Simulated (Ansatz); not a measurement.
Crystal: TiAl.

```
Ti Al
1.0
     2.86726    0.00000    0.00000
    -1.43363    2.48312    0.00000
     0.00000    0.00000    4.67808
Ti Al
1 1
Cartesian
  0.0000 0.0000 0.0000
  0.0000 1.6554 2.3390
```

The cell comes from a database or a generator and needn't be the stable form of this composition.

| Quantity | Value |
| --- | --- |
| Program | Ansatz 0.2.0 |
| Task | relaxation of cell and atoms |
| Functional | revPBE |
| Potentials or basis | Ansatz PAW |
| Cutoff | 420 eV (not typed: the program's choice for these potentials) |
| k mesh | 11 × 11 × 6 |
| Occupations | fermi-dirac, width 0.05 eV |
| Spin | no spin polarisation |

At the start: volume 16.65 Å³/atom.

Q: How do energy, volume and symmetry change on relaxing?

A: It ends after 5 steps and the volume is 17.03 Å³/atom (+2.3 %); space group P-6m2 (No. 187, to 0.05 Å).

The path:
```csv
step,energy change (eV),largest force (eV/Å),volume (Å³)
1,0.0000,0.0000,33.31
2,-0.0053,0.0000,34.47
3,-0.0070,0.0000,34.09
4,-0.0071,0.0000,34.06
5,-0.0073,0.0000,34.06
```

Final structure:
```
Ti Al
1.0
     2.90518    0.00000    0.00000
    -1.45259    2.51596    0.00000
     0.00000    0.00000    4.65937
Ti Al
1 1
Direct
  0.00000 0.00000 0.00000
  0.33333 0.66667 0.50000
```

Caveat: the plane-wave basis is chosen anew once the cell has moved, so the energies of steps on either side of that aren't comparable; the PAW data sets come from PBE, with cores solved anew for the run's functional, which leaves a small shift of forces and pressure.
